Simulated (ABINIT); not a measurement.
# CdS (Hawleyite): one start, several treatments of the self-energy

How much does the gap of CdS (Hawleyite) depend on the approximation to the self-energy?

Calculated with ABINIT 10.8.3; PBE and many-body steps on it, plane waves.

**What was measured.**

- Gap 2.42 eV: optical gap from inflexion point of photoacoustic spectrum, as-grown film; photoacoustic spectroscopy; film (as-grown chemical bath deposited film, about 0.25 um thick, deposited at 80 C) (“Study of the band--gap shift in CdS films: Influence of thermal annealing in different atmospheres”, 1995, arxiv:cond-mat/9501125).

### Step 1. The structure

Symmetry: F-43m, No. 216, cubic system. Conventional cell: a = 5.916 Å, b = 5.916 Å, c = 5.916 Å, α = 90.00°, β = 90.00°, γ = 90.00°. Nearest to Cd lie 4 S at 2.56 Å. S has 4 Cd at 2.56 Å nearest. Farther neighbours and most contacts between anions are not listed.

 The runs that relaxed it are not among those shown.

### Step 2. Empty states on the mesh, 4×4×4 mesh, 183 bands

This step: ABINIT 10.8.3; DFT, PBE, plane waves, norm-conserving pseudopotentials.

The sums over transitions need many empty states on a uniform mesh; this step solves for them.

File run.abi:

```
acell 3*1.0 Angstrom
rprim 
  0.000000000000 2.958200000000 2.958200000000
  2.958200000000 0.000000000000 2.958200000000
  2.958200000000 2.958200000000 -0.000000000000
ntypat 2
znucl 48 16
natom 2
typat 1 2
xred 
  0.000000000000 0.000000000000 0.000000000000
  0.250000000000 0.250000000000 0.250000000000
pp_dirpath "pseudos"
pseudos "Cd.upf, S.upf"
ecut 47
ngkpt 4 4 4
nshiftk 1
shiftk 0 0 0
kptopt 1
chksymbreak 0
iscf -2
irdden 1
istwfk *1
nband 183
nbdbuf 16
tolwfr 1e-09
nstep 60
prtvol 0
indata_prefix "in"
outdata_prefix "out"
tmpdata_prefix "tmp"
```

Started as:

```sh
$ OMP_NUM_THREADS=1 mpirun -n 4 abinit run.abi > log
```

Numbers of over 12 decimals in the logs are rounded to 6 here.

Log:

```text
.Version 10.8.3 of ABINIT. v10.8.2 released Aug 2026.

 Symmetries : space group F-4 3 m (#216); Bravais cF (face-center cubic)
[... echo of the input left out ...]
== DATASET  1 ==================================================================
-   mpi_nproc: 4, omp_nthreads: 1 (-1 if OMP is not activated)

--- !DatasetInfo
iteration_state: {dtset: 1, }
dimensions: {natom: 2, nkpt: 8, mband: 183, nsppol: 1, nspinor: 1, nspden: 1, mpw: 5410, }
cutoff_energies: {ecut:  47.0, pawecutdg:  -1.0, }
[...]
4.08096    4.11043    4.12900    4.12900    4.12900    4.15970    4.15970    4.15970
   4.27367    4.27367    4.27367    4.30766    4.30766    4.33025    4.35548    4.35548
   4.35548    4.41729    4.41730    4.41734    4.45029    4.45031    4.45053
 prteigrs : prtvol=0 or 1, do not print more k-points.

== END DATASET(S) ==============================================================
================================================================================

 -outvars: echo values of variables after computation  --------
            nband         183
             nkpt           8
          spgroup         216
 [... the other variables as echoed above ...]

 Calculation completed.
```

Run time: 97 s. Hardware: 4 MPI ranks of Arm Neoverse V1, shared host; peak memory 0.45 GiB.

Numbers from this step:

- gap: 1.051 eV
- k of the valence top: 0, 0, 0
- k of the conduction bottom: 0, 0, 0
- least direct gap: 1.051 eV
- k points computed: 8
- lowest point of the top converged band, above the valence top: 109.3054 eV

On this mesh the gap is 1.051 eV.

The density comes from a self-consistent run that is not shown.

### Step 3. Screening, 4×4×4 mesh, 167 bands, screening to 190.5 eV

The RPA dielectric matrix is built and inverted for each q.

This step: RPA screening on PBE, plane waves, norm-conserving pseudopotentials.

run.abi: that of step 2 with these lines changed.

```diff
@@ -20,10 +20,11 @@
 chksymbreak 0
-iscf -2
-irdden 1
 istwfk *1
-nband 183
-nbdbuf 16
-tolwfr 1e-09
-nstep 60
-prtvol 0
+occopt 1
+irdwfk 1
+optdriver 3
+nband 167
+ecuteps 7
+inclvkb 2
+awtr 1
+symchi 1
 indata_prefix "in"
```

Log:

```text
.Version 10.8.3 of ABINIT. v10.8.2 released Aug 2026.

 Symmetries : space group F-4 3 m (#216); Bravais cF (face-center cubic)
[... echo of the input left out ...]
== DATASET  1 ==================================================================
-   mpi_nproc: 4, omp_nthreads: 1 (-1 if OMP is not activated)

--- !DatasetInfo
iteration_state: {dtset: 1, }
dimensions: {natom: 2, nkpt: 8, mband: 167, nsppol: 1, nspinor: 1, nspden: 1, mpw: 5410, }
cutoff_energies: {ecut:  47.0, pawecutdg:  -1.0, }
electrons: {nelect:   2.60000000E+01, charge:   0.00000000E+00, occopt:   1.00000000E+00, tsmear:   1.00000000E-02, }

 SCREENING: Calculation of the susceptibility and dielectric matrices

 Based on a program developped by R.W. Godby, V. Olevano, G. Onida, and L. Reining.
 Incorporated in ABINIT by V. Olevano, G.-M. Rignanese, and M. Torrent.
.Using double precision arithmetic ; gwpc =  8

[... cell and pseudopotentials left out ...]
--------------------------------------------------------------------------------

 ==== K-mesh for the wavefunctions ====
 Number of points in the irreducible wedge :     8
[... list of points left out ...]
 Together with 24 symmetry operations and time-reversal symmetry
 yields    64 points in the full Brillouin Zone.

 ==== Q-mesh for the screening function ====
 Number of points in the irreducible wedge :     8
[... list of points left out ...]
 Together with 24 symmetry operations and time-reversal symmetry
 yields    64 points in the full Brillouin Zone.

 setmesh: FFT mesh size selected  =    36x   36x   36
          total number of points  =        46656

 vcoul_init : cutoff-mode = AUXILIARY_FUNCTION
 q-points for optical limit:   1
     1)      0.000010    0.000020    0.000030

- screening: taking advantage of time-reversal symmetry
- Maximum band index for partially occupied states nbvw = 13
- Remaining bands to be divided among processors   nbcw = 154
- Number of bands treated by each node ~38

 Number of electrons calculated from density =   26.0000; Expected =   26.0000
 average of density, n =  0.074416
 r_s =    1.4749
 omega_plasma =   26.3140 [eV]

 calculating chi0 at frequencies [eV] :
  1    0.000000E+00    0.000000E+00
  2    0.000000E+00    2.631405E+01

--------------------------------------------------------------------------------
  q-point number  1        q = ( 0.000000, 0.000000, 0.000000) [r.l.u.]
--------------------------------------------------------------------------------
[... chi0 elements left out ...]
 For q-point:  0.000010 0.000020 0.000030
  dielectric constant =  12.1253
  dielectric constant without local fields =  12.8607

  Average fulfillment of the sum rule on Im[epsilon] for q-point    1 :     75.05  [%]
[... wings left out ...]
  q-point number  2        q = ( 0.250000, 0.000000, 0.000000) [r.l.u.]
--------------------------------------------------------------------------------
[... chi0 elements left out ...]
  Average fulfillment of the sum rule on Im[epsilon] for q-point    2 :     84.25  [%]

 [... 6 further q-points ...]
```

It took 1.7 min on 4 MPI ranks; peak memory 1.7 GiB; 6.9 min of CPU time.

This step gave:

```
ε∞ with local fields, on this mesh, along the program's q direction : 12.13
the same without local fields                                       : 12.86
plasma frequency                                                    : 26.31 eV
plane waves in the screening matrix                                 : 331
```

Local fields lower ε∞ by 6 %. On a Γ-centred mesh this coarse the value itself is usually too large, while a short band sum pulls it down.

### Step 4. G0W0, Godby-Needs plasmon pole

The self-energy is evaluated for the states that the input lists, and the levels follow from it, in one-shot runs by the linearised quasiparticle equation.

This step: G0W0 on PBE, plane waves, norm-conserving pseudopotentials.

run.abi: that of step 3 with these lines changed.

```diff
@@ -23,8 +23,15 @@
 irdwfk 1
-optdriver 3
+optdriver 4
 nband 167
+gwcalctyp 0
+ecutsigx 47
+symsigma 1
+nkptgw 1
+kptgw 
+  0.0000000000 0.0000000000 0.0000000000
+bdgw 
+  11 17
 ecuteps 7
-inclvkb 2
-awtr 1
-symchi 1
+irdscr 1
+ppmodel 1
 indata_prefix "in"
```

Log:

```text
.Version 10.8.3 of ABINIT. v10.8.2 released Aug 2026.

 Symmetries : space group F-4 3 m (#216); Bravais cF (face-center cubic)
[... echo of the input left out ...]
== DATASET  1 ==================================================================
-   mpi_nproc: 4, omp_nthreads: 1 (-1 if OMP is not activated)

--- !DatasetInfo
iteration_state: {dtset: 1, }
dimensions: {natom: 2, nkpt: 8, mband: 167, nsppol: 1, nspinor: 1, nspden: 1, mpw: 5410, }
cutoff_energies: {ecut:  47.0, pawecutdg:  -1.0, }
electrons: {nelect:   2.60000000E+01, charge:   0.00000000E+00, occopt:   1.00000000E+00, tsmear:   1.00000000E-02, }

 SIGMA: Calculation of the GW corrections

 Based on a program developped by R.W. Godby, V. Olevano, G. Onida, and L. Reining.
 Incorporated in ABINIT by V. Olevano, G.-M. Rignanese, and M. Torrent.
.Using double precision arithmetic ; gwpc =  8

[... cell and pseudopotentials left out ...]
--------------------------------------------------------------------------------

 ==== K-mesh for the wavefunctions ====
 Number of points in the irreducible wedge :     8
[... list of points left out ...]
 Together with 24 symmetry operations and time-reversal symmetry
 yields    64 points in the full Brillouin Zone.

 ==== Q-mesh for screening function ====
 Number of points in the irreducible wedge :     8
[... list of points left out ...]
 Together with 24 symmetry operations and time-reversal symmetry
 yields    64 points in the full Brillouin Zone.

 vcoul_init : cutoff-mode = AUXILIARY_FUNCTION
 q-points for optical limit:   1
     1)      0.000010    0.000020    0.000030
 setmesh: FFT mesh size selected  =    50x   50x   50
          total number of points  =       125000

 Number of electrons calculated from density =   26.0000; Expected =   26.0000
 average of density, n =  0.074416
 r_s =    1.4749
 omega_plasma =   26.3140 [eV]

 === KS Band Gaps ===
  >>>> For spin  1
   Minimum direct gap =   1.0517 [eV], located at k-point      :   0.0000  0.0000  0.0000
   Fundamental gap    =   1.0517 [eV], Top of valence bands at :   0.0000  0.0000  0.0000
                                       Bottom of conduction at :   0.0000  0.0000  0.0000
 SIGMA fundamental parameters:
 PLASMON POLE MODEL  1
 number of plane-waves for SigmaX                 5329
 number of plane-waves for SigmaC and W            331
 number of plane-waves for wavefunctions          5329
 number of bands                                   167
 number of independent spin polarizations            1
 number of spinorial components                      1
 number of k-points in IBZ                           8
 number of q-points in IBZ                           8
 number of symmetry operations                      24
 number of k-points in BZ                           64
 number of q-points in BZ                           64
 number of frequencies for dSigma/dE                 9
 frequency step for dSigma/dE [eV]                0.25
 number of omega for Sigma on real axis              0
 max omega for Sigma on real axis  [eV]           0.00
 zcut for avoiding poles [eV]                     0.10

 EPSILON^-1 parameters (SCR file):
 dimension of the eps^-1 matrix on file            331
 dimension of the eps^-1 matrix used               331
 number of plane-waves for wavefunctions          5329
 number of bands                                   167
 number of q-points in IBZ                           8
 number of frequencies                               2
 number of real frequencies                          1
 number of imag frequencies                          1

 matrix elements of self-energy operator (all in [eV])

 Perturbative Calculation

--- !SelfEnergy_ee
iteration_state: {dtset: 1, }
kpoint     : [   0.000,    0.000,    0.000, ]
spin       : 1
KS_gap     :    1.052
QP_gap     :    1.994
Delta_QP_KS:    0.943
data: !SigmaeeData |
     Band     E0 <VxcDFT>   SigX SigC(E0)      Z dSigC/dE  Sig(E)    E-E0       E
       11   3.886 -15.122 -18.135   1.942   0.777  -0.288 -15.953  -0.832   3.054
       12   3.886 -15.122 -18.135   1.942   0.777  -0.288 -15.953  -0.832   3.054
       13   3.886 -15.122 -18.135   1.942   0.777  -0.288 -15.953  -0.832   3.054
       14   4.937 -10.572  -6.678  -3.757   0.809  -0.236 -10.461   0.111   5.048
       15  10.422 -10.464  -5.655  -4.384   0.807  -0.240 -10.121   0.343  10.765
       16  10.422 -10.464  -5.655  -4.384   0.807  -0.240 -10.121   0.343  10.765
       17  10.422 -10.464  -5.655  -4.384   0.807  -0.240 -10.121   0.343  10.765

== END DATASET(S) ==============================================================
================================================================================

 -outvars: echo values of variables after computation  --------
           etotal      0.0000000000E+00
            nband         167
             nkpt           8
          spgroup         216
 [... the other variables as echoed above ...]

 Calculation completed.
```

Elapsed: 16 s, on 4 MPI ranks; peak memory 1.6 GiB; 65 s of CPU time.

Numbers from this step:

```yaml
g0w0_gap_on_the_points_computed: 1.994 eV
starting_gap_on_the_mesh: 1.051 eV
k_of_the_valence_top: 0, 0, 0
k_of_the_conduction_bottom: 0, 0, 0
z_at_the_valence_top: 0.777
z_at_the_conduction_bottom: 0.809
least_direct_g0w0_gap_on_the_computed_points: 1.994 eV
```

The gap on the mesh goes from 1.05 eV to 1.99 eV, a correction of +0.94 eV.

### Step 5. G0W0, Hybertsen-Louie plasmon pole

run.abi: that of step 4 with these lines changed.

```diff
@@ -35,3 +35,3 @@
 irdscr 1
-ppmodel 1
+ppmodel 2
 indata_prefix "in"
```

Log:

```text
.Version 10.8.3 of ABINIT. v10.8.2 released Aug 2026.

 Symmetries : space group F-4 3 m (#216); Bravais cF (face-center cubic)
[... echo of the input left out ...]
== DATASET  1 ==================================================================
-   mpi_nproc: 4, omp_nthreads: 1 (-1 if OMP is not activated)

--- !DatasetInfo
iteration_state: {dtset: 1, }
dimensions: {natom: 2, nkpt: 8, mband: 167, nsppol: 1, nspinor: 1, nspden: 1, mpw: 5410, }
cutoff_energies: {ecut:  47.0, pawecutdg:  -1.0, }
electrons: {nelect:   2.60000000E+01, charge:   0.00000000E+00, occopt:   1.00000000E+00, tsmear:   1.00000000E-02, }

 SIGMA: Calculation of the GW corrections

 Based on a program developped by R.W. Godby, V. Olevano, G. Onida, and L. Reining.
 Incorporated in ABINIT by V. Olevano, G.-M. Rignanese, and M. Torrent.
.Using double precision arithmetic ; gwpc =  8

[... cell and pseudopotentials left out ...]
--------------------------------------------------------------------------------

 ==== K-mesh for the wavefunctions ====
 Number of points in the irreducible wedge :     8
[... list of points left out ...]
 Together with 24 symmetry operations and time-reversal symmetry
 yields    64 points in the full Brillouin Zone.

 ==== Q-mesh for screening function ====
 Number of points in the irreducible wedge :     8
[... list of points left out ...]
 Together with 24 symmetry operations and time-reversal symmetry
 yields    64 points in the full Brillouin Zone.

 vcoul_init : cutoff-mode = AUXILIARY_FUNCTION
 q-points for optical limit:   1
     1)      0.000010    0.000020    0.000030
 setmesh: FFT mesh size selected  =    50x   50x   50
          total number of points  =       125000

 Number of electrons calculated from density =   26.0000; Expected =   26.0000
[...]
number of q-points in BZ                           64
 number of frequencies for dSigma/dE                 9
 frequency step for dSigma/dE [eV]                0.25
 number of omega for Sigma on real axis              0
 max omega for Sigma on real axis  [eV]           0.00
 zcut for avoiding poles [eV]                     0.10

 EPSILON^-1 parameters (SCR file):
 dimension of the eps^-1 matrix on file            331
 dimension of the eps^-1 matrix used               331
 number of plane-waves for wavefunctions          5329
 number of bands                                   167
 number of q-points in IBZ                           8
 number of frequencies                               2
 number of real frequencies                          1
 number of imag frequencies                          1

 matrix elements of self-energy operator (all in [eV])

 Perturbative Calculation

--- !SelfEnergy_ee
iteration_state: {dtset: 1, }
kpoint     : [   0.000,    0.000,    0.000, ]
spin       : 1
KS_gap     :    1.052
QP_gap     :    2.185
Delta_QP_KS:    1.133
data: !SigmaeeData |
     Band     E0 <VxcDFT>   SigX SigC(E0)      Z dSigC/dE  Sig(E)    E-E0       E
       11   3.886 -15.122 -18.135   1.348   0.846  -0.182 -16.530  -1.408   2.477
       12   3.886 -15.122 -18.135   1.348   0.846  -0.182 -16.530  -1.408   2.477
       13   3.886 -15.122 -18.135   1.348   0.846  -0.182 -16.530  -1.408   2.477
       14   4.937 -10.572  -6.678  -4.213   0.862  -0.160 -10.848  -0.275   4.662
       15  10.422 -10.464  -5.655  -4.758   0.861  -0.161 -10.420   0.043  10.465
       16  10.422 -10.464  -5.655  -4.758   0.861  -0.161 -10.420   0.043  10.465
       17  10.422 -10.464  -5.655  -4.758   0.861  -0.161 -10.420   0.043  10.465

== END DATASET(S) ==============================================================
================================================================================

 -outvars: echo values of variables after computation  --------
           etotal      0.0000000000E+00
            nband         167
             nkpt           8
          spgroup         216
 [... the other variables as echoed above ...]

 Calculation completed.
```

The job ended after 16 s (4 MPI ranks; peak memory 1.6 GiB; 64 s of CPU time).

Numbers from this step:

* G0W0 gap on the points computed: 2.185 eV
* starting gap on the mesh: 1.051 eV
* k of the valence top: 0, 0, 0
* k of the conduction bottom: 0, 0, 0
* Z at the valence top: 0.846
* Z at the conduction bottom: 0.862
* least direct G0W0 gap on the computed points: 2.185 eV

Against G0W0 in ABINIT (4×4×4 mesh, 167 bands, screening to 190.5 eV, Godby-Needs plasmon pole), the gap moves by +0.191 eV.

### Step 6. G0W0, von der Linden-Horsch plasmon pole

run.abi: that of step 5 with these lines changed.

```diff
@@ -35,3 +35,3 @@
 irdscr 1
-ppmodel 2
+ppmodel 3
 indata_prefix "in"
```

Log:

```text
.Version 10.8.3 of ABINIT. v10.8.2 released Aug 2026.

 Symmetries : space group F-4 3 m (#216); Bravais cF (face-center cubic)
[... echo of the input left out ...]
== DATASET  1 ==================================================================
-   mpi_nproc: 4, omp_nthreads: 1 (-1 if OMP is not activated)

--- !DatasetInfo
iteration_state: {dtset: 1, }
dimensions: {natom: 2, nkpt: 8, mband: 167, nsppol: 1, nspinor: 1, nspden: 1, mpw: 5410, }
cutoff_energies: {ecut:  47.0, pawecutdg:  -1.0, }
[...]
15  10.422 -10.464  -5.655  -4.888   0.875  -0.142 -10.533  -0.070  10.352
       16  10.422 -10.464  -5.655  -4.888   0.875  -0.142 -10.533  -0.070  10.352
       17  10.422 -10.464  -5.655  -4.888   0.875  -0.142 -10.533  -0.070  10.352

== END DATASET(S) ==============================================================
================================================================================

 -outvars: echo values of variables after computation  --------
           etotal      0.0000000000E+00
            nband         167
             nkpt           8
          spgroup         216
 [... the other variables as echoed above ...]

 Calculation completed.
```

Elapsed: 8.9 s, on 4 MPI ranks; peak memory 0.97 GiB; 35 s of CPU time.

Numbers from this step:

```
G0W0 gap on the points computed              : 1.987 eV
starting gap on the mesh                     : 1.051 eV
k of the valence top                         : 0, 0, 0
k of the conduction bottom                   : 0, 0, 0
least direct G0W0 gap on the computed points : 1.987 eV
```

Against G0W0 in ABINIT (4×4×4 mesh, 167 bands, screening to 190.5 eV, Godby-Needs plasmon pole), the gap moves by −0.007 eV.

(Continued in part 2 of 2.)

[Paths, hosts, dates, memory and timing lines, banners, echoed tables and standing remarks are left out of the program output.]

[Logs are printed without paths, hosts, clocks, repeated set-up lines and the standing remarks that a program may print on its own settings, such as how far it seeks lower states.]

[Runs of the session that timed out or met a known fault of the program may be left out.]

[Hosts, paths, dates, database ids (printed as entryN), source tags and the programs' standing remarks are cut or masked in the printed files.]

[G0W0 gaps are taken among the corrected bands and points alone; a level outside them can change the order at an edge.]

[Where Ansatz stands beside ABINIT at settings called matched, ABINIT's density can come from a denser mesh and the files from another edition; pairs whose starting gaps differed by over 0.03 eV were left out, so agreement reads better than it is.]
